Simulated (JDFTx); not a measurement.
**MnS under changes of volume**

One of the cells (15.435 Å³/atom); the others are scaled copies at fixed shape and fractional positions:

```
Mn S
1.0
     0.00000    2.48984    2.48984
     2.48984    0.00000    2.48984
     2.48984    2.48984    0.00000
Mn S
1 1
Direct
  0.00000 0.00000 0.00000
  0.75000 0.75000 0.75000
```

The cell is a database's computed one.

- Program: JDFTx 1.7.0 (patched build)
- Functional: LDA
- Potentials or basis: PseudoDojo-SR-LDA-0.4.1-standard with smoothed tails
- Cutoff: 1306 eV
- Density cutoff: 10449 eV
- k mesh: 9 × 9 × 9
- Occupations: fermi-dirac, width 0.05 eV
- Spin: collinear spin, ferromagnetic start
- Starting moments: [4.0, 0.0] μB

```tsv
volume (Å³/atom)	energy over the lowest point (meV/atom)	pressure (GPa)
14.527	0.00	-1.2
14.830	?	?
15.133	16.12	-7.1
15.435	31.86	-9.5
15.738	52.00	-11.7
16.041	76.05	-13.6
```

Task: What does the run at 14.830 Å³/atom give?

Result: Energy over the lowest point 5.31 meV/atom; pressure -4.3 GPa.

Worked out: A Birch-Murnaghan fit of order 3 (a polynomial in V^(-2/3)) to the other rows has its minimum at 14.42 Å³/atom, just outside them, with B0 = V·E''(V) = 165 GPa and B' = 4.7. It gives 5.28 meV/atom at 14.830 Å³/atom, against the run's 5.31, and -dE/dV = -4.3 GPa, against -4.3.

Energies are extrapolated to zero smearing.

Caveats: the moment fell far below its start of 4 μB, so a state of higher moment may lie lower in energy.
